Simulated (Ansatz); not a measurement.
# PtSe2: the band gap up the ladder of functionals

The task here is to estimate one member of a computed series from the others.

Code: Ansatz 0.2.0. PAW datasets, plane waves. Spin-unpolarised throughout. Whether this structure exists isn't addressed.

1 further run of the same task is left out (for a known fault of the program). Runs told in other sessions of the task aren't counted.

## The cell

The cell was relaxed beforehand with r2SCAN.

The symmetry is Fm-3m (No. 225, cubic); conventional cell a = 6.262 Å, 20.46 Å³ an atom. Near Pt stand 8 Se at 2.71 Å; near Se stand 4 Pt at 2.71 Å.

The structure in full:

```xyz
3
Lattice="0.0000 3.1309 3.1309 3.1309 0.0000 3.1309 3.1309 3.1309 0.0000" Properties=species:S:1:pos:R:3 pbc="T T T"
Pt    0.0000    0.0000    0.0000
Se    1.5654    1.5654    1.5654
Se    4.6963    4.6963    4.6963
```

Set-up of the first run:

Input file input.yaml:

```yaml
crystal:
  lattice:
    - [0.0, 3.130895781, 3.130895781]
    - [3.130895781, 0.0, 3.130895781]
    - [3.130895781, 3.130895781, 0.0]
  atoms:
    - { symbol: Pt, position: [0.0, 0.0, 0.0] }
    - { symbol: Se, position: [0.25, 0.25, 0.25] }
    - { symbol: Se, position: [0.75, 0.75, 0.75] }
kpoints:
  mp_grid: { grid: [8, 8, 8] }
  band_path:
    path:
      - [[0.0, 0.0, 0.0], [0.5, 1.907166357072e-35, 0.5], [0.625, 0.25, 0.625]]
      - [[0.375, 0.375, 0.75], [0.0, 0.0, 0.0], [0.5, 0.5, 0.5], [0.5, 0.25, 0.75], [0.5, 1.907166357072e-35, 0.5]]
    npoints: 10
hamiltonian:
  xc: pbe
scf:
  occupations: { method: fermi_dirac, width: 0.02 }
  n_extra_bands: 4
output:
  forces: true
  stress: true
  eigenvalues: true
  write_density: true
  write_potential: true
  elf: true
  volumetric_format: npy
```

Command:

```sh
$ ansatz run input.yaml --threads 2 --pin off --max-ram 2211MiB --backend cpu --events-out ev --progress --plain --runs-dir out
```

Steps of the session up to this table: PBE band path; r2SCAN at the same geometry; HSE06 at the same geometry; PBE+SOC at the same geometry; LDA.

One table of the session follows, with a row left open; its other results are not shown here.

| level | gap (eV) |
| --- | --- |
| PBE | -0.47 |
| r2SCAN | -0.43 |
| HSE06 | ? |
| PBE+SOC | -0.56 |
| LDA | -0.47 |

Q: Estimate the row for HSE06 from the others.

The run gave: gap (eV): -0.62. In the column «gap (eV)» it is the lowest.

Meshes: PBE 8×8×8, r2SCAN 8×8×8, HSE06 6×6×6, PBE+SOC 8×8×8, LDA 8×8×8

Every level leaves the bands touching or overlapping.

To keep in mind: Warnings in the runs' records: stress exchange threshold loose, filled band counts differ across k points, stress scf threshold loose.
